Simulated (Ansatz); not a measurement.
# AlNi3 (Fm-3m) in Ansatz: further runs

Runs on AlNi3. Level: PBEsol. Tasks: single point, relaxation of cell and atoms.

Everything below comes from runs of Ansatz 0.2.0. Logs are shortened: lines on timing, memory, paths and dates and some standing lists are left out, and cuts for length are marked.

### Step 1. Starting point

Symmetry: Fm-3m, No. 225, cubic system. Conventional cell: a = 5.604 Å, b = 5.604 Å, c = 5.604 Å, α = 90.00°, β = 90.00°, γ = 90.00°. Ni (site symmetry -43m) has 4 Al at 2.43 Å and 4 Ni at 2.43 Å as nearest neighbours. Ni (site symmetry m-3m) is surrounded by 8 Ni at 2.43 Å. Al (site symmetry m-3m) has 8 Ni at 2.43 Å as nearest neighbours.

The cell comes from a database or a generator and needn't be the stable form of this composition.

### Step 2. Single point, PBEsol, collinear spin, ferromagnetic start

Contents of input.yaml:

```yaml
crystal:
  lattice:
    - [0.0, 2.8018887551, 2.8018887551]
    - [2.8018887551, 0.0, 2.8018887551]
    - [2.8018887551, 2.8018887551, 0.0]
  atoms:
    - { symbol: Ni, position: [0.75, 0.75, 0.75], spin: 1.2666666667 }
    - { symbol: Ni, position: [0.0, 0.0, 0.0], spin: 1.2666666667 }
    - { symbol: Ni, position: [0.25, 0.25, 0.25], spin: 1.2666666667 }
    - { symbol: Al, position: [0.5, 0.5, 0.5] }
hamiltonian:
  xc: pbesol
  pseudopotentials: { kind: paw }
magnetization:
  spin_polarized: true
  initial_magnetization: 3.8
  spin_locking: { lock_magnetization: hard }
kpoints:
  mp_grid: { grid: [7, 7, 7] }
scf:
  occupations: { method: fermi_dirac, width: 0.05 }
  lower_state_search: "off"
output:
  forces: true
  stress: true
  eigenvalues: true
  write_density: true
  write_potential: true
  elf: true
  volumetric_format: npy
```

Potentials or basis: Ansatz PAW.

Launch:

```bash
ansatz run input.yaml --threads 2 --pin off --max-ram 5632MiB --backend cpu --events-out ev --progress --plain --runs-dir out
```

The log of the run:

```text
Warning: output.stress: scf.convergence.dr2_threshold = 1e-7 eV (the SCF's general default) is looser than the 4e-10 eV advised for a printed stress (1e-10 eV for each atom of the cell: 4). What an SCF threshold leaves in a stress goes as its square root, and in the free energy as the threshold itself, and one threshold admits the most on a small cell: of the crystals measured, under no hybrid functional and no lock of the moments, on runs that ended without the residual-converged pass, on stresses that held no estimate of that error, the worst erred by over 100 MPa in a component at 1e-7 eV an atom and by under 5 at 1e-10. Set scf.convergence.dr2_threshold to 4e-10 eV or tighter. The threshold is an SCF's pass mark: one that does not reach it within its budget of iterations ends unconverged, or closes short of it on a stop that the run arms, and scf.convergence.dr2_threshold's page says what that costs each kind of run
Warning: RAYON_NUM_THREADS=2 ignored (pool sized by the plan → 2); use --threads N
Engine: ansatz 0.2.0, aarch64-unknown-linux-gnu
Pseudopotentials: kind: paw
Pseudopotential: Ni, paw, valence charge 18, recommended cutoff 420 eV (normal), Ni.paw.azcp
Pseudopotential: Al, paw, valence charge 3, recommended cutoff 420 eV (normal), Al.paw.azcp
Functional definition: PBEsol
  exchange = pbesol_x
  correlation = pbesol_c
Crystal: 4 atoms, lattice volume = 43.993 Å³
Basis set: ecut = 420 eV, 869 PW (Γ), exchange–correlation on 54×54×54 points (8 copies of the dense FFT grid, shifted against one another)
Bands: 37, of which v1, the nominal top of the filled ones, is band 29 counted from 1 (28 counted from 0)
Symmetry: 48 space group operations
Space group: Fm-3m (ITA 225), of the structure as read, at distance tolerance 3.5e-5 Å
Magnetic group: BNS 225.116 (UNI 1618), of the structure as read, at distance tolerance 3.5e-5 Å
k-points: 20 of 343
Non-local potential: Ni, projectors of the file, l = 0: 3, l = 1: 2, l = 2: 3, l = 3: 1
Non-local potential: Al, projectors of the file, l = 0: 2, l = 1: 2, l = 2: 1
PAW form: soft (Blöchl's): semilocal exchange-correlation on the pseudo side does not see the compensation charge
PAW frozen core: Ni, regenerated for the run's functional, and the local potential with it (the file was generated under x = pbe(κ = 0.804, μ = 0.2195149727645171), c = pbe(β = 0.06672455060314922))
PAW frozen core: Al, regenerated for the run's functional, and the local potential with it (the file was generated under x = pbe(κ = 0.804, μ = 0.2195149727645171), c = pbe(β = 0.06672455060314922))
PAW one-centre angular grid: Ni, 590 points (default); XC on 64 Gauss nodes
PAW one-centre angular grid: Al, 110 points (default); XC on 64 Gauss nodes
Initial density: superposition of atomic densities (chi_scale 0.1, normalization cell)
Starting moments: Σ|m| = 3.8 μB on 3 of 4 sites
Initial wavefunctions: pseudopotential atomic-orbital guess
Functional: x = pbesol(κ = 0.804, μ = 0.12345679012345678), c = pbesol(β = 0.046)
iter 1 solved again at ethr=1.18e-3 eV; its pass at ethr=3.10e-3 eV (dr2=6.71e-1 eV) is discarded
SCF iter   1: F=—  HF=-17939.224655 eV  |F-HF|=—  |Δ(HF+E_count)|=         —  Δρ=3.91e-2 (↑1.30e-2 ↓3.91e-2)  dr2=6.71e-1  dr2_m=1.73e-1  M=3.800 μB ∫|m|=3.800 μB  β_m=0.30  ethr=1.18e-3  ⟨swp⟩=1.0  Hψ=7136  notcnv=0
preconditioner: auto → Kerker (q_TF=auto, 2.849 Å⁻¹)  [metal: Δε(μ)=0.021 eV  Ē_g=8.179 eV  σ=0.050 eV  W_gap=0.10  n_scr=14 (ndim 8)  ℏωp=32.2 eV  f_vac=0.000  D(μ)=8.89/eV (n_scr^D=168)]
spin=Collinear: Kerker preconditioning applied to the charge; magnetization (m = ρ↑ − ρ↓) channel mixes plain (no charge-response kernel on spin).
[... 15 lines left out ...]
Magnetization: 3.8000 μB (30.4000 up, 26.6000 down)
Absolute magnetization: 3.8000 μB (∫|ρ↑−ρ↓|, with the PAW one-centre terms)
Spin contamination: 0.0100 ħ² per cell (⟨S²⟩ above its minimum at these occupations)
Per-site moments (μB) at R_I (Å): [(1.067707803698661, 1.000934071704004), (1.1917080309431924, 1.0009340717040043), (1.067707803698661, 1.0009340717040043), (0.11369493448387254, 1.000934071704004)]
Free energy (F): -17939.135345 eV
Harris-Foulkes:  -17939.135345 eV  (|F-HF|=4.72e-8)
Internal energy: -17939.074920 eV  (E = F + TS)
E sigma→0 (E₀):  -17939.105132 eV
Entropy (-TS):   -0.060425 eV (-15.106 meV/atom)
Fermi energy:    17.129644 (↑ 18.372699, ↓ 15.886588) eV
--- Per-component energies (eV) ---
  E_band       = -930.305699
  E_kinetic    = 873.952216
  E_local      = -11811.299738  (includes V_loc(G=0)·N_el)
  E_nonlocal   = 1914.628108
  E_hartree    = 5008.090027
  E_xc         = -296.045019
  E_vxc        = -361.324537  (∫ρ·V_xc dr)
  E_paw        = -5233.877917  (= ΣΔE_a)
  E_vpaw       = -1562.446679  (= ΣTr[D̂ρ^β])
  E_aug_tail   = 0.001511  (compensation charges beyond the density's cutoff)
  E_ewald      = -8395.135113
  E_core_change = 0.611006  (= ΣΔE_core)
  E_smearing   = -0.060425  (= −TS)
  E_closure    = 0.000000  (closes the sum)
  Σ components = -17939.135345   (vs F -17939.135345, Δ=0.00e0)
--- Forces (eV/Å), atoms counted from 1 ---
  atom   1  Ni     0.00000000    -0.00000000     0.00000000
  atom   2  Ni    -0.00000000     0.00000000     0.00000000
  atom   3  Ni    -0.00000000     0.00000000     0.00000000
  atom   4  Al    -0.00000000     0.00000000     0.00000000
  max |Σ_I F_I| component: 1.85e-17 eV/Å
--- Stress (GPa, compression-positive) ---
        9.847982       0.000000       0.000000
       -0.000000       9.847982       0.000000
        0.000000       0.000000       9.847982
  P = ⅓ Tr σ = 9.8480 GPa (98.480 kbar)
--- Band table (eV; the first three rows and the last of 40) ---
  k-point 0 ↑: bands = ["-87.6200", "-87.5491", "-87.5478", "-48.1613", "-48.1613", "-48.1613", "-48.0888", "-48.0888", "-48.0888", "-48.0307", "-48.0307", "-48.0307", "5.8805", "11.8378", "11.8378", "12.1515", "12.1515", "12.1515", "12.8110", "12.8110", "12.8110", "14.4682", "14.4682", "14.4682", "14.6383", "14.6383", "14.7026", "14.7026", "21.2437", "21.2437", "21.2437", "21.9103", "21.9103", "21.9103", "23.2877", "24.6151", "24.6151"]
  k-point 1 ↑: bands = ["-87.6190", "-87.5495", "-87.5485", "-48.1640", "-48.1640", "-48.1628", "-48.0860", "-48.0860", "-48.0815", "-48.0367", "-48.0308", "-48.0308", "6.1840", "11.8356", "11.8356", "12.0184", "12.3003", "12.3003", "12.7856", "12.7997", "12.7997", "14.2606", "14.2936", "14.2936", "14.6666", "14.6666", "14.7115", "14.7115", "18.8018", "20.6145", "20.6145", "22.1464", "22.4944", "22.4944", "23.9966", "24.1533", "24.1533"]
  k-point 2 ↑: bands = ["-87.6167", "-87.5506", "-87.5497", "-48.1696", "-48.1696", "-48.1625", "-48.0806", "-48.0806", "-48.0706", "-48.0484", "-48.0307", "-48.0307", "7.0676", "11.5055", "11.9161", "11.9161", "12.5171", "12.5171", "12.5484", "12.8572", "12.8572", "13.9657", "13.9657", "13.9780", "14.6045", "14.6045", "14.7456", "14.7456", "16.4536", "20.1528", "20.1528", "21.7015", "21.7015", "21.8072", "23.9751", "25.4166", "25.4166"]
  k-point 19 ↓: bands = ["-86.3335", "-86.3334", "-86.2243", "-46.9405", "-46.9198", "-46.9033", "-46.9025", "-46.8727", "-46.8702", "-46.7539", "-46.7472", "-46.7367", "10.3466", "11.3583", "11.3858", "12.4119", "13.4864", "13.7351", "13.9621", "14.0403", "14.3428", "14.4797", "14.7402", "14.8964", "15.5148", "15.5978", "15.8863", "15.9811", "16.1920", "16.5755", "16.8967", "22.3445", "24.5572", "24.9632", "25.0033", "28.6210", "29.6151"]
```

Wall time 2.8 s (2 threads of Arm Neoverse V2, shared host); peak memory 0.33 GiB.

What came out:

| Item | Value |
| --- | --- |
| Free energy | -17939.1353 eV |
| Pressure | 9.8 GPa |
| Net moment | 3.80 μB per cell |
| Absolute moment | 3.80 μB per cell |
| Site moments | Ni +1.07, +1.19; Al +0.11 μB |

Caveat: the total moment is fixed, so each spin has its own Fermi level; the PAW data sets come from PBE, with cores solved anew for the run's functional, which leaves a small shift of forces and pressure; the thresholds are loose for stress.

### Step 3. Single point, PBEsol, collinear spin, ferromagnetic start

Contents of input.yaml:

```yaml
crystal:
  lattice:
    - [0.0, 2.8018887551, 2.8018887551]
    - [2.8018887551, 0.0, 2.8018887551]
    - [2.8018887551, 2.8018887551, 0.0]
  atoms:
    - { symbol: Ni, position: [0.75, 0.75, 0.75], spin: 1.5 }
    - { symbol: Ni, position: [0.0, 0.0, 0.0], spin: 1.5 }
    - { symbol: Ni, position: [0.25, 0.25, 0.25], spin: 1.5 }
    - { symbol: Al, position: [0.5, 0.5, 0.5] }
hamiltonian:
  xc: pbesol
  pseudopotentials: { kind: paw }
magnetization:
  spin_polarized: true
  initial_magnetization: 4.5
  spin_locking: { lock_magnetization: hard }
kpoints:
  mp_grid: { grid: [7, 7, 7] }
scf:
  occupations: { method: fermi_dirac, width: 0.05 }
  lower_state_search: "off"
output:
  forces: true
  stress: true
  eigenvalues: true
```

Potentials or basis: Ansatz PAW.

Launch:

```bash
ansatz run input.yaml --threads 2 --pin off --max-ram 5632MiB --backend cpu --events-out ev --progress --plain --runs-dir out
```

Wall time 2.3 s (2 threads of Arm Neoverse V2, shared host); peak memory 0.33 GiB.

Results (log left out):

```yaml
Free_energy: -17938.0693 eV
Pressure: 13.7 GPa
Net_moment: 4.50 μB per cell
Absolute_moment: 4.50 μB per cell
Site_moments: Ni +1.23, +1.35; Al +0.17 μB
```

Caveat: the total moment is fixed, so each spin has its own Fermi level; the PAW data sets come from PBE, with cores solved anew for the run's functional, which leaves a small shift of forces and pressure; the thresholds are loose for stress.

### Step 4. Single point, PBEsol, collinear spin, ferromagnetic start

Contents of input.yaml:

```yaml
crystal:
  lattice:
    - [0.0, 2.8018887551, 2.8018887551]
    - [2.8018887551, 0.0, 2.8018887551]
    - [2.8018887551, 2.8018887551, 0.0]
  atoms:
    - { symbol: Ni, position: [0.75, 0.75, 0.75], spin: 2.0 }
    - { symbol: Ni, position: [0.0, 0.0, 0.0], spin: 2.0 }
    - { symbol: Ni, position: [0.25, 0.25, 0.25], spin: 2.0 }
    - { symbol: Al, position: [0.5, 0.5, 0.5] }
hamiltonian:
  xc: pbesol
  pseudopotentials: { kind: paw }
magnetization:
  spin_polarized: true
  initial_magnetization: 6.0
  spin_locking: { lock_magnetization: hard }
kpoints:
  mp_grid: { grid: [7, 7, 7] }
scf:
  occupations: { method: fermi_dirac, width: 0.05 }
  lower_state_search: "off"
output:
  forces: true
  stress: true
  eigenvalues: true
```

Launch:

```bash
ansatz run input.yaml --threads 2 --pin off --max-ram 5632MiB --backend cpu --events-out ev --progress --plain --runs-dir out
```

It took 2.2 s on 2 threads of Arm Neoverse V2, shared host; peak memory 0.33 GiB.

The run converged. Its results:

| Item | Value |
| --- | --- |
| Free energy | -17934.6060 eV |
| Pressure | 27.5 GPa |
| Net moment | 6.00 μB per cell |
| Absolute moment | 6.00 μB per cell |
| Site moments | Ni +1.57, +1.70; Al +0.28 μB |

Caveat: the total moment is fixed, so each spin has its own Fermi level; the PAW data sets come from PBE, with cores solved anew for the run's functional, which leaves a small shift of forces and pressure; the thresholds are loose for stress.

(Part 1 of 2 ends here.)
